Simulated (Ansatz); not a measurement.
The system is As.

```
As
1.0
     4.56640    0.00000    0.00000
    -2.28320    3.95462    0.00000
     0.00000    0.00000    2.83374
As
2
Direct
  0.33333 0.66667 0.00000
  0.66667 0.33333 0.00000
```

The cell was built by a generator and needn't be a form met in nature.

A run of Ansatz 0.2.0 on this cell left the log below. Logs are shortened: lines on timing, memory, paths and dates and some standing lists are left out, and cuts for length are marked.

```text
Warning: the atoms were moved onto the symmetric positions of the space group found under crystal.symmetry.tolerance 1.0e-5 (fractional; no operation is sought that the atoms, as they stand in a round, miss by more than twice it, and no atom is moved by as much as it), and the run uses the moved positions. Before a round's move an operation carried an atom to 4.57e-5 Å from where it should land, the largest such distance. Atom 0 (counting from 0) moved farthest, by 2.64e-5 Å; the longest move in fractions of the cell, of whichever atom, is 0.47 of the tolerance, in 1 round. To run the atoms as typed, lower crystal.symmetry.tolerance until the operations that they miss are no longer found, or set crystal.symmetry.detect: false (a key that needs symmetry detection or time reversal refuses this as the deck is read). The positions used, in the order of the run's atom list: position: [0.3333333333333333, 0.6666666666666666, 0.0]; position: [0.6666666666666666, 0.3333333333333333, 0.0]; The lattice was moved too: crystal.lattice keeps the space group found at crystal.symmetry.tolerance 1.0e-5 only nearly: the operation that it misses by the most changes a squared length by the fraction 6.99e-7. The run uses the lattice that is a stretch of the typed one, with no rotation, onto the one that keeps every operation to a double's rounding (on a very oblique basis the stretch itself rounds by more); the deck's lattice vector that moved farthest moved by 9.22e-7 Å. To run the lattice as typed, set crystal.symmetry.tolerance under 6.99e-7, the least fraction by which an operation that the lattice misses changes a squared length (the same key also sets how far an atom may lie from its image, so lowering it can lose operations that the atoms keep only within it), or set crystal.symmetry.detect: false, as for the atoms. crystal.lattice made exact, in Å and degrees: [[4.566400921542771, 0.0, 0.0], [-2.2832004607713854, 3.9546192019207105, 0.0], [0.0, 0.0, 2.83374]]. Pasted over the deck's crystal.lattice, beside positions in fractional coordinates, it runs the same cell (given as lengths and angles, that cell in the form's own orientation, a rigid turn of the misfit's size from the one run here, for which a checkpoint.post_process_only pass over this run's state can be refused: where this run relaxes nothing, give such a pass this deck's own crystal.lattice, as typed; behind a relaxation, as crystal.lattice, the state's own cell, identity.cell in its checkpoint.json), and a matrix so pasted ends this notice, except on a very skew basis of the lattice, where the rounding of the pasted numbers themselves can read as a misfit: the cell is then moved again, and that move is told again. The lattice as run is in this notice's lattice.as_run_ang field (Run.prep()["deck_notices"] in Python, the deck_notice line of an events file, deck_notices of ansatz run --dry-run=json, or deck_notices in record.json in the deck's checkpoint.write directory).
Warning: RAYON_NUM_THREADS=1 ignored (pool sized by the plan → 1); use --threads N
LAPW: plane waves up to 8.140 Å⁻¹, error target 2.0e-3 eV per atom; small_component_spin mean_spin; As in spheres of 1.279 Å, 23 of its electrons in bands, Dirac shells [] (how accurate: hamiltonian.pseudopotentials.lapw.basis_error, Limitations)
Engine: ansatz 0.2.0, aarch64-unknown-linux-gnu
Pseudopotentials: kind: all_electron
Pseudopotential: As, LAPW, valence charge 23, lapw/all_electron/scalar/gaussian/As, Koelling and Harmon's equation, gaussian nucleus
Functional definition: PBE
  parameter kappa = 0.804
[... 74 lines left out ...]
  k-point 2: bands = ["-176.8307", "-176.8305", "-120.2168", "-120.2168", "-120.2152", "-120.2152", "-120.1768", "-120.1766", "-27.2747", "-27.2747", "-27.2413", "-27.2349", "-27.2349", "-27.2314", "-27.2314", "-27.2060", "-27.2060", "-27.1919", "-4.5725", "1.0599", "5.2928", "5.2928", "7.2060", "9.6575", "9.6575", "11.8541", "14.4067", "18.6952"]
  k-point 39: bands = ["-176.8306", "-176.8306", "-120.2169", "-120.2161", "-120.2158", "-120.2150", "-120.1771", "-120.1771", "-27.3004", "-27.2695", "-27.2567", "-27.2453", "-27.2316", "-27.2258", "-27.2120", "-27.2068", "-27.1777", "-27.1709", "-1.4149", "-0.5449", "4.4140", "5.1129", "5.1689", "9.9749", "11.2749", "12.2419", "15.5522", "16.2412"]
--- Phonons: 2 displaced members + reference (amplitude 0.01 Å, Σ member SCF iterations 13) ---
  symmetry images taken by strict's conditions (phonons.symmetry_images: auto; settled by no image being taken that strict refuses)
  ASR residual: 2.003e-4 → 0.000e0 eV/Å²; symmetrization residual: 1.776e-15 eV/Å²
  largest component of a force at the reference: 1.0e-16 eV/Å
  ASR residual per site (eV/Å²): 2.00e-4 2.00e-4
  Γ frequencies (cm⁻¹): 0.00 0.00 0.00 90.04 174.09 174.09
  density of states and harmonic sums: on the 16×16×22 q-mesh, interpolated from the force constants of a 1×1×1 supercell (no non-analytic term)
  largest difference from the sums on the solved wave vectors: F 6.64e-1 eV, S 9.21e-4 and C_V 2.58e-4 eV/K
  zero-point energy: 0.036280 eV/cell   skipped modes (ω ≤ 0): 36, of them read as no rigid motion or as one in doubt: 33 (1.119e-2 modes/cell left out, lowest 0.00 cm⁻¹)   left out of the sums: 1.95e-3 of the cell's modes: C_V's classical limit lies that fraction below 3 k_B per atom; for a crystal, a wire or a layer, F and S can be off by more, and a phonons.interpolated_qmesh denser along its periods is the remedy for the sampling
```

What input gives this log?

Phonons with PBE, no spin polarisation. The files as run (others can give the same):

input.yaml
```yaml
crystal:
  lattice:
    - [4.5664, 0.0, 0.0]
    - [-2.2832, 3.95462, 0.0]
    - [0.0, 0.0, 2.83374]
  atoms:
    - { symbol: As, position: [0.33333, 0.66667, 0.0] }
    - { symbol: As, position: [0.66667, 0.33333, 0.0] }
kpoints:
  mp_grid: { grid: [7, 7, 9] }
scf:
  occupations: { method: fermi_dirac, width: 0.05 }
hamiltonian:
  xc: pbe
  pseudopotentials: { kind: all_electron, lapw: { basis_error: 0.002 } }
output: {}
phonons:
  method: fd
  supercell: [1, 1, 1]
```

Potentials or basis: all-electron LAPW, scalar-relativistic.
The run is started by
```bash
$ ansatz run input.yaml --threads 1 --pin off --max-ram 3072MiB --backend cpu --events-out ev --progress --plain --runs-dir out
```

Caveat: a metal's response needs a denser mesh.
